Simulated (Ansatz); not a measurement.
# Zr2N: convergence and cost

Aim, for Zr2N: sweep the k-point mesh shifted by half a step.

Method: DFT r2SCAN, scalar-relativistic, plane waves, PAW, in Ansatz 0.2.0.

## (1) The starting structure

Symmetry: P4_2/mnm, No. 136, tetragonal system. The conventional cell has a = 5.413 Å, b = 5.413 Å, c = 3.308 Å, α = 90.00°, β = 90.00°, γ = 90.00°. Zr (site symmetry m2m) has 3 N at 2.27 Å in its first shell of neighbours. Around N (site symmetry mmm) lie 6 Zr at 2.27 Å.

Coordinates:

```
Zr N
1.0
     5.41300    0.00000    0.00000
     0.00000    5.41300    0.00000
     0.00000    0.00000    3.30779
Zr N
4 2
Direct
  0.29613 0.29613 0.00000
  0.70387 0.70387 0.00000
  0.79613 0.20387 0.50000
  0.20387 0.79613 0.50000
  0.00000 0.00000 0.00000
  0.50000 0.50000 0.50000
```

The structure comes from the Materials Project (structure only); it is used as listed.

## (2) The base run, which the others are set against

The input, input.yaml:

```yaml
crystal:
  lattice:
    - [5.41300273, 0.0, 0.0]
    - [0.0, 5.41300273, 0.0]
    - [0.0, 0.0, 3.30778919]
  atoms:
    - { symbol: Zr, position: [0.29612546, 0.29612546, 0.0] }
    - { symbol: Zr, position: [0.70387454, 0.70387454, 0.0] }
    - { symbol: Zr, position: [0.79612546, 0.20387454, 0.5] }
    - { symbol: Zr, position: [0.20387454, 0.79612546, 0.5] }
    - { symbol: "N", position: [0.0, 0.0, 0.0] }
    - { symbol: "N", position: [0.5, 0.5, 0.5] }
basis:
  ecutwfc: 500
kpoints:
  mp_grid: { grid: [8, 8, 10] }
hamiltonian:
  xc: r2scan
scf:
  occupations: { method: gaussian, width: 0.1 }
output:
  forces: true
  stress: true
  eigenvalues: true
  populations: true
```

It was run beforehand and gave: -2926.3423 eV/atom at zero smearing, pressure -0.20 GPa, largest force 0.040 eV/Å, no gap on the mesh, in 8 SCF cycles and 19 s.

## (3) K-point mesh shifted by half a step: 4×4×6

The input, input.yaml:

```yaml
crystal:
  lattice:
    - [5.41300273, 0.0, 0.0]
    - [0.0, 5.41300273, 0.0]
    - [0.0, 0.0, 3.30778919]
  atoms:
    - { symbol: Zr, position: [0.29612546, 0.29612546, 0.0] }
    - { symbol: Zr, position: [0.70387454, 0.70387454, 0.0] }
    - { symbol: Zr, position: [0.79612546, 0.20387454, 0.5] }
    - { symbol: Zr, position: [0.20387454, 0.79612546, 0.5] }
    - { symbol: "N", position: [0.0, 0.0, 0.0] }
    - { symbol: "N", position: [0.5, 0.5, 0.5] }
basis:
  ecutwfc: 500
kpoints:
  mp_grid: { grid: [4, 4, 6], shift: [0.5, 0.5, 0.5] }
hamiltonian:
  xc: r2scan
scf:
  occupations: { method: gaussian, width: 0.1 }
output:
  forces: true
  stress: true
  eigenvalues: true
```

Run with:

```sh
> ansatz run input.yaml --threads 1 --pin off --max-ram 2560MiB --backend cpu --events-out ev --progress --plain --runs-dir out
```

## (4) K-point mesh shifted by half a step set to 6×6×8

input.yaml, as its differences from that of step 3:

```diff
@@ -15,3 +15,3 @@
 kpoints:
-  mp_grid: { grid: [4, 4, 6], shift: [0.5, 0.5, 0.5] }
+  mp_grid: { grid: [6, 6, 8], shift: [0.5, 0.5, 0.5] }
 hamiltonian:
```

## (5) K-point mesh shifted by half a step: 6×6×10

input.yaml, as its differences from that of step 4:

```diff
@@ -15,3 +15,3 @@
 kpoints:
-  mp_grid: { grid: [6, 6, 8], shift: [0.5, 0.5, 0.5] }
+  mp_grid: { grid: [6, 6, 10], shift: [0.5, 0.5, 0.5] }
 hamiltonian:
```

(Steps that only read results are left out.)

**Question.** What does this series show? Wanted: largest energy shift, k-point mesh shifted by half a step.

As calculated:

```
                                                 quantity                   value
largest energy shift, k-point mesh shifted by half a step  3.30 meV/atom at 4×4×6
```

What this shows: The densest shifted mesh lands 0.52 meV/atom from the base run.
